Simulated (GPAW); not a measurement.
# PbS (P-6m2) in GPAW: reference runs

How does PbS come out in PBE? The cell is run as given and disturbed.

All numbers are computed with GPAW 26.7.0; they aren't measurements. Logs are shortened: lines on timing, memory, paths and dates and some standing lists are left out, and cuts for length are marked. The log counts tension as positive stress, the text compression.

### Step 1. The structure

It takes space group P-6m2 (No. 187, hexagonal). Conventional cell: a = 4.090 Å, b = 4.090 Å, c = 3.788 Å, α = 90.00°, β = 90.00°, γ = 120.00°. Pb (site symmetry -6m2) is surrounded by 6 S at 3.03 Å. S (site symmetry -6m2) is surrounded by 6 Pb at 3.03 Å.

Measurements of this composition are mostly on another form, of space group No. 225.

### Step 2. Single point, PBE

run.py reads:

```python
from ase import Atoms
from ase.dft.bandgap import bandgap
from ase.io import write
from ase.units import GPa
from gpaw import GPAW, PW

atoms = Atoms(['Pb', 'S'],
              cell=[[4.0896976867, 0.0, 0.0],
                    [-2.0448488433, 3.5417820905, 0.0],
                    [0.0, 0.0, 3.788167]],
              scaled_positions=[[0.0, 0.0, 0.0],
                                [0.6666666667, 0.3333333333, 0.5]],
              pbc=True)

calc = GPAW(mode=PW(600),
            xc='PBE',
            kpts={'size': (8, 8, 7), 'gamma': True},
            occupations={'name': 'fermi-dirac', 'width': 0.05},
            nbands=19,
            convergence={'density': 1e-05, 'energy': 1e-05},
            maxiter=150,
            txt='gpaw.txt')
atoms.calc = calc
energy = atoms.get_potential_energy()
forces = atoms.get_forces()
stress = atoms.get_stress()
calc.write('gs.gpw')
write('result.traj', atoms)
print(f'Energy: {energy:.6f} eV')
print('Forces (eV/A):')
print(forces.round(4))
print('Stress (GPa):', (stress / GPa).round(3))
print('Fermi level:', round(calc.get_fermi_level(), 4), 'eV')
print(f'Gap: {bandgap(calc)[0]:.4f} eV, direct: {bandgap(calc, direct=True)[0]:.4f} eV')
```

Potentials or basis: GPAW PAW data sets (gpaw-data 1.2.1), pw.

Command:

```console
$ OMP_NUM_THREADS=1 python run.py
```

gpaw.txt:

```text
__  _  _
 | _ |_)|_||  |
 |__||  | ||/\| - 26.7.0

Input parameters:
  mode=PW(ecut=600.0),
  convergence={'density': 1e-05, 'energy': 1e-05},
  kpts=MonkhorstPack(size=(8, 8, 7), gamma=True),
  maxiter=150,
  nbands=19,
  occupations=Occupations(name='fermi-dirac', width=0.05),
  xc=XC(name='PBE')

Diagonalizing LCAO Hamiltonian
Converting LCAO to pw mode

             S

       Pb

Atoms  # Å, Bohr magnetons
|   | symbol |        x |        y |        z |    initial magnetic moments |
|---|--------|----------|----------|----------|-----------------------------|
| 0 |     Pb | 0.000000 | 0.000000 | 0.000000 | ( 0.0000,  0.0000,  0.0000) |
| 1 |      S | 2.044849 | 1.180594 | 1.894084 | ( 0.0000,  0.0000,  0.0000) |

Unit cell  # Å
| periodic |         x |        y |        z |  lengths |     angles |
|----------|-----------|----------|----------|----------|------------|
|      yes |  4.089698 | 0.000000 | 0.000000 | 4.089698 |  90.000000 |
|      yes | -2.044849 | 3.541782 | 0.000000 | 4.089698 |  90.000000 |
|      yes |  0.000000 | 0.000000 | 3.788167 | 3.788167 | 120.000000 |

Number of symmetries: 12
Symmetry operations  # r_c * U_cc + t_c -> r_c
|    | kind |            matrix            |
|----|------|------------------------------|
|  0 |  σ   |  1, 1, 0,  0,-1, 0,  0, 0, 1 |
|  1 |  C2  |  1, 1, 0,  0,-1, 0,  0, 0,-1 |
|  2 |  E   |  1, 0, 0,  0, 1, 0,  0, 0, 1 |
|  3 |  σ   |  1, 0, 0,  0, 1, 0,  0, 0,-1 |
|  4 |  C3  |  0, 1, 0, -1,-1, 0,  0, 0, 1 |
|  5 |  S3  |  0, 1, 0, -1,-1, 0,  0, 0,-1 |
|  6 |  σ   |  0,-1, 0, -1, 0, 0,  0, 0, 1 |
|  7 |  C2  |  0,-1, 0, -1, 0, 0,  0, 0,-1 |
|  8 |  σ   | -1, 0, 0,  1, 1, 0,  0, 0, 1 |
|  9 |  C2  | -1, 0, 0,  1, 1, 0,  0, 0,-1 |
| 10 |  C3  | -1,-1, 0,  1, 0, 0,  0, 0, 1 |
| 11 |  S3  | -1,-1, 0,  1, 0, 0,  0, 0,-1 |

BZ-sampling:
  Number of BZ points: 448
  Number of IBZ points: 40

  Monkhorst-Pack size: [8, 8, 7]
  Monkhorst-Pack shift: [0.0625, 0.0625, 0.0]

K-points  # in reciprocal-cell coordinates
|     |                                coordinates |     weight |
|-----|--------------------------------------------|------------|
|   0 | (  0.00000000,   0.00000000,   0.00000000) | 0.00223214 |
|   1 | (  0.00000000,   0.00000000,   0.14285714) | 0.00446429 |
|   2 | (  0.00000000,   0.00000000,   0.28571429) | 0.00446429 |
|   3 | (  0.00000000,   0.00000000,   0.42857143) | 0.00446429 |
|   4 | (  0.12500000,   0.00000000,   0.00000000) | 0.01339286 |
|   5 | (  0.12500000,   0.00000000,   0.14285714) | 0.02678571 |
|   6 | (  0.12500000,   0.00000000,   0.28571429) | 0.02678571 |
|   7 | (  0.12500000,   0.00000000,   0.42857143) | 0.02678571 |
|   8 | (  0.25000000,  -0.12500000,   0.00000000) | 0.01339286 |
|   9 | (  0.25000000,  -0.12500000,   0.14285714) | 0.02678571 |
| ... |                                            |            |
|  39 | (  0.50000000,   0.50000000,   0.42857143) | 0.01339286 |

Plane wave coefficients: 1845
Cutoff: 600.0 eV

Spin-components: 1 (collinear spins)
Bands:           19
Projectors:      11
Spin-degeneracy: 2
Datatype:        complex128

Parallelization:
  kpt:    1
  domain: 1
  band:   1

Density:
  Valence electrons: 20.0
  Components: 1
  Grid points: [24 24 24]
  Charge: 0.0  # |e|

Potential:
  Grid points: [24 24 24]

species:
  Pb:
    name:    Lead
    Z:       82.0
    valence: 14
    core:    68
    charge:  0.0  # [|e|]
    compensation charges:
      type: gauss
      rc: 0.38  # [Å]
      lmax: 2
    cutoffs:
      filter: 2.36  # [Å]
      core: 2.43  # [Å]
    projectors
    | kind |    occ | energy [eV] | rcut [Å] |
    |------|--------|-------------|----------|
    |   6s |  2.000 |     -11.969 |    1.259 |
    |   6p |  2.000 |      -3.506 |    1.275 |
    |   5d | 10.000 |     -21.211 |    1.217 |
    |    s |        |      15.243 |    1.259 |
    |    p |        |      23.705 |    1.275 |
    |    d |        |       6.001 |    1.217 |

    Using partial waves for Pb as LCAO basis

  S:
    name:    Sulfur
    Z:       16.0
    valence: 6
    core:    10
    charge:  0.0  # [|e|]
    compensation charges:
      type: gauss
      rc: 0.24  # [Å]
      lmax: 2
    cutoffs:
      filter: 1.77  # [Å]
      core: 1.66  # [Å]
    projectors
    | kind |    occ | energy [eV] | rcut [Å] |
    |------|--------|-------------|----------|
    |   3s |  2.000 |     -17.254 |    0.974 |
    |   3p |  4.000 |      -7.008 |    0.979 |
    |    s |        |       9.957 |    0.974 |
    |    p |        |      20.203 |    0.979 |
    |    d |        |       0.000 |    0.900 |

    Using partial waves for S as LCAO basis

Reference energy: -578132.083262  # eV

eigensolver:
  PPCG
  Converge bands: occupied
  niter=2

density mixing:
  MSR1-Mixer
  Pratt-step length: 0.05
  Maximum mixing coefficient: 0.75
  Old densities: 10
  SVD Regularization: 0.005
  Good broyden scale: 1.0
  Trust region scale: 1.0
  Backstep threshold: 4.0
  History deletion threshold: 6.0
  Fourier metric: weight=20.0, sigma=0.015

occupation numbers:
  Fermi-Dirac:
    width: 0.0500  # eV

poisson solver:
  ecut: 4800.0  # eV

xc functional:
  name: PBE with 2 nearest neighbor stencil

convergence criteria:
- Maximum integral of absolute [dens]ity change: 1e-05 electrons / valence electron
- Maximum [total energy] change in last 3 cyles: 1e-05 eV / valence electron
- Maximum integral of absolute [eigenst]ate change: 4e-08 eV^2 / valence electron
maximum number of iterations: 150

SCF iterations
|iter     | |      energy | eigst |  dens |
|---------|-|-------------|-------|-------|
|iter:   1| |   -9.312360 | -0.19 |       |
|iter:   2| |   -9.167228 | -1.91 | -1.13 |
|iter:   3| |   -8.736601 | -1.51 | -1.18 |
|iter:   4| |   -8.736504 | -3.58 | -1.80 |
|iter:   5| |   -8.736971 | -3.98 | -2.13 |
|iter:   6| |   -8.737026 | -5.32 | -3.06 |
|iter:   7| |   -8.737036c| -6.20 | -3.51 |
|iter:   8| |   -8.737037c| -7.24 | -4.36 |
|iter:   9| |   -8.737037c| -8.33c| -4.98 |
|iter:  10| |   -8.737037c| -8.44c| -5.44c|

Converged in 10 steps
Energy contributions relative to reference atoms: (reference = -578132.083262)

Energy contributions:
  Kinetic:          15.111199
  Coulomb:         -15.969137
  Zero:              0.052975
  External:          0.000000
  Xc:               -7.931284
  Entropy:          -0.001580
  Spinorbit:         0.000000
  ----------------------------
  Free energy:      -8.737827
  Extrapolated:     -8.737037

dipole moment: (-7.947533, -15.372018, -16.011816)  # |e|*Ang

Fermi level: 5.574
Eigenvalues  # (at kpt = [0.000, 0.000, 0.000])
| band index |      eig [eV] | occ [0-2] |
|------------|---------------|-----------|
|          0 |       -11.309 |     2.000 |
|        ... |               |           |
|          2 |       -11.293 |     2.000 |
|          3 |       -11.195 |     2.000 |
|          4 |       -11.195 |     2.000 |
|          5 |        -7.569 |     2.000 |
|          6 |        -0.818 |     2.000 |
|          7 |         3.415 |     2.000 |
[... 9 lines left out ...]
|         17 |        16.864 |     0.000 |
|         18 |        17.477 |     0.000 |

Gap: 0.177 eV
Transition (v -> c):
  (s=0, k=24, n=9, [0.38, 0.38, 0.00]) -> (s=0, k=27, n=10, [0.38, 0.38, 0.43])
Direct/indirect transitions are different
Direct gap: 1.617 eV
Transition at: (s=0, k=3, n=9, [0.00, 0.00, 0.43])

Forces  # eV/Ang
|        x |        y |       z |
|----------|----------|---------|
|  0.00000 | -0.00000 | 0.00000 |  # Pb   0
| -0.00000 |  0.00000 | 0.00000 |  # S    1

Stress tensor  # eV/Ang^3
|         x |         y |        z |
|-----------|-----------|----------|
|  0.001112 | -0.000000 | 0.000000 |
| -0.000000 |  0.001112 | 0.000000 |
|  0.000000 |  0.000000 | 0.001058 |

# Writing to gs.gpw (mode='')
```

Run time: 27 s. Hardware: 1 thread of Arm Neoverse V1, shared host; peak memory 0.17 GiB.

What came out:

| Property | Result |
| --- | --- |
| Free energy | -8.7378 eV |
| Pressure | -0.2 GPa |
| Band gap on the k mesh | 0.18 eV, indirect (least direct gap 1.62 eV) |

Caveat: spin-orbit coupling is left out, which as a rule narrows the gap of such compounds by several tenths of an eV; an odd mesh through Γ misses points on the zone boundary, where band edges often lie.

### Step 3. Single point, PBE (atoms moved at random, drawn with an rms of 0.05 Å)

Changes to run.py since step 2:

```diff
@@ -1,4 +1,3 @@
-from ase import Atoms
 from ase.dft.bandgap import bandgap
-from ase.io import write
+from ase.io import read, write
 from ase.units import GPa
@@ -6,9 +5,3 @@
 
-atoms = Atoms(['Pb', 'S'],
-              cell=[[4.0896976867, 0.0, 0.0],
-                    [-2.0448488433, 3.5417820905, 0.0],
-                    [0.0, 0.0, 3.788167]],
-              scaled_positions=[[0.0, 0.0, 0.0],
-                                [0.6666666667, 0.3333333333, 0.5]],
-              pbc=True)
+atoms = read('POSCAR')
```

POSCAR reads:

```
PbS
1.0
    4.0896976867      0.0000000000      0.0000000000
   -2.0448488433      3.5417820905      0.0000000000
    0.0000000000      0.0000000000      3.7881670000
Pb S
1 1
Direct
    0.0091440000      0.0031280000     -0.0018180000
    0.6493990000      0.3189090000      0.5043660000
```

Potentials or basis: GPAW PAW data sets (gpaw-data 1.2.1), pw.

Command:

```console
$ OMP_NUM_THREADS=1 python run.py
```

Wall time 2.4 min (1 thread of Arm Neoverse V1, shared host); peak memory 0.35 GiB.

The run converged. Its results:

- Free energy: -8.7309 eV
- Pressure: -0.1 GPa
- Largest force: 0.155 eV/Å
- Band gap on the k mesh: 0.08 eV, indirect (least direct gap 1.62 eV)

Forces on the atoms (eV/Å):
```
Pb  -0.115 -0.100 -0.027
S    0.115  0.100  0.027
```

Levels at points of the mesh, in eV from the valence-band top:
| k point | band 6 | band 7 | band 8 | band 9 | band 10 | band 11 | band 12 | band 13 | band 14 | band 15 |
| --- | --- | --- | --- | --- | --- | --- | --- | --- | --- | --- |
| (0.00, 0.00, 0.00) | -13.15 | -6.38 | -2.16 | -1.82 | -1.53 | 3.20 | 3.70 | 5.26 | 6.50 | 7.09 |
| (0.00, 0.50, 0.00) | -12.11 | -8.26 | -2.73 | -1.93 | -1.23 | 1.97 | 4.06 | 5.07 | 5.65 | 10.80 |
| (0.50, 0.00, 0.00) | -12.02 | -8.56 | -2.63 | -1.54 | -1.11 | 1.85 | 3.71 | 5.14 | 5.40 | 10.93 |
| (0.50, 0.50, 0.00) | -12.09 | -8.33 | -2.70 | -1.85 | -1.20 | 1.95 | 3.98 | 4.99 | 5.71 | 10.81 |

Caveat: spin-orbit coupling is left out, which as a rule narrows the gap of such compounds by several tenths of an eV; an odd mesh through Γ misses points on the zone boundary, where band edges often lie.

### Step 4. Equation of state, PBE

run.py reads:

```python
from ase.eos import EquationOfState
from ase.io import Trajectory, read
from ase.units import GPa
from gpaw import GPAW, PW

atoms = read('POSCAR')

traj = Trajectory('eos.traj', 'w')
volumes, energies = [], []
for x in [0.94, 0.96, 0.98, 1.0, 1.02, 1.04, 1.06]:
    a = atoms.copy()
    a.set_cell(atoms.cell * x**(1 / 3), scale_atoms=True)
    calc = GPAW(mode=PW(600),
                xc='PBE',
                kpts={'size': (8, 8, 7), 'gamma': True},
                occupations={'name': 'fermi-dirac', 'width': 0.05},
                nbands=19,
                convergence={'density': 1e-05, 'energy': 1e-05},
                maxiter=150,
                txt=f'eos-{x:.2f}.txt')
    a.calc = calc
    energies.append(a.get_potential_energy(force_consistent=True))
    volumes.append(a.get_volume())
    p = -a.get_stress()[:3].mean() / GPa
    calc.write(f'eos-{x:.2f}.gpw')
    traj.write(a)
    print(f'{x:.2f} {volumes[-1]:10.4f} A^3 {energies[-1]:14.6f} eV {p:9.3f} GPa', flush=True)

v0, e0, B = EquationOfState(volumes, energies, eos='birchmurnaghan').fit()
print(f'V0 = {v0:.4f} A^3, E0 = {e0:.6f} eV, B0 = {B / GPa:.2f} GPa')
```

POSCAR reads:

```
PbS
1.0
    4.0896976867      0.0000000000      0.0000000000
   -2.0448488433      3.5417820905      0.0000000000
    0.0000000000      0.0000000000      3.7881670000
Pb S
1 1
Direct
    0.0000000000      0.0000000000      0.0000000000
    0.6666666667      0.3333333333      0.5000000000
```

Command:

```console
$ OMP_NUM_THREADS=1 python run.py
```

Run time: 3 min. Hardware: 1 thread of Arm Neoverse V1, shared host; peak memory 0.32 GiB.

It converged, with:

```yaml
Equilibrium_volume: 27.36 Å³/atom
Bulk_modulus_at_fixed_shape_and_positions: 49 GPa
Pressure_derivative_of_the_bulk_modulus: 3.3
```

Energy against volume, from the lowest point:
| volume (Å³/atom) | energy (meV/atom) |
| --- | --- |
| 25.789 | 14.91 |
| 26.338 | 6.10 |
| 26.887 | 1.24 |
| 27.435 | 0.00 |
| 27.984 | 2.10 |
| 28.533 | 7.27 |
| 29.082 | 15.23 |

Caveat: the cell was scaled at fixed shape and fractional positions, which overstates the stiffness of a crystal with free parameters, most of all of layers and chains. Spin-orbit coupling is left out, which matters for the levels of Pb.

### Step 5. The runs side by side

| task | cell | gap on the mesh (eV) | pressure (GPa) |
| --- | --- | --- | --- |
| single point | as given | 0.18 | -0.2 |
| single point | atoms moved at random, drawn with an rms of 0.05 Å | 0.08 | -0.1 |
| equation of state | as given | - | - |

Alike in all rows: level PBE; potentials or basis GPAW PAW data sets (gpaw-data 1.2.1), pw; no spin polarisation; k mesh 8 × 8 × 7; cutoff (eV) 600; smearing fermi-dirac 0.05 eV.

Caveats: spin-orbit coupling is left out, which as a rule narrows the gap of such compounds by several tenths of an eV (some runs); an odd mesh through Γ misses points on the zone boundary, where band edges often lie (some runs); the cell was scaled at fixed shape and fractional positions, which overstates the stiffness of a crystal with free parameters, most of all of layers and chains (some runs).

Total energies depend on the potentials used, so only differences within one code and one set of settings carry meaning.
